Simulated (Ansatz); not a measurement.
# CdSe under changes of volume

One of the cells (28.942 Å³/atom); the others are scaled copies at fixed shape and fractional positions:

```
Cd Se
1.0
     0.00000    3.07027    3.07027
     3.07027    0.00000    3.07027
     3.07027    3.07027    0.00000
Cd Se
1 1
Direct
  0.00000 0.00000 0.00000
  0.25000 0.25000 0.25000
```

Measurements of this composition are mostly on another form, of space group No. 186.

```yaml
Program: Ansatz 0.2.0
Functional: revPBE0
Potentials_or_basis: Ansatz PAW
Cutoff: "420 eV (not typed: the program's choice for these potentials)"
k_mesh: 4 × 4 × 4
Occupations: fermi-dirac, width 0.05 eV
Spin: no spin polarisation
```

```csv
volume (Å³/atom),energy over the lowest point (meV/atom),pressure (GPa),gap on the mesh (eV)
27.206,34.74,4.9,2.42
27.784,?,?,?
28.363,8.84,2.3,2.31
28.942,2.51,1.2,2.26
29.521,0.00,0.2,2.21
30.100,1.00,-0.7,2.16
30.679,4.97,-1.5,2.11
```

Question: What does the run at 27.784 Å³/atom give?

Answer: Energy over the lowest point 19.42 meV/atom; pressure 3.6 GPa; gap on the mesh 2.37 eV.

Worked out: A Birch-Murnaghan fit of order 3 (a polynomial in V^(-2/3)) to the other rows has its minimum at 29.64 Å³/atom with B0 = V·E''(V) = 47 GPa and B' = 4.6. It gives 19.41 meV/atom at 27.784 Å³/atom, against the run's 19.42, and -dE/dV = 3.6 GPa, against 3.6. A straight line through the other rows of the gap, of slope -2.57 eV per unit of ln V (its deformation potential), gives 2.36 eV, against the run's 2.37.

Energies are extrapolated to zero smearing.

Caveats: all runs use coarse meshes; the PAW data sets come from PBE, with cores solved anew for the run's functional, which leaves a small shift of forces and pressure; the thresholds are loose for stress.

Spin-orbit coupling on Cd, Se is left out.
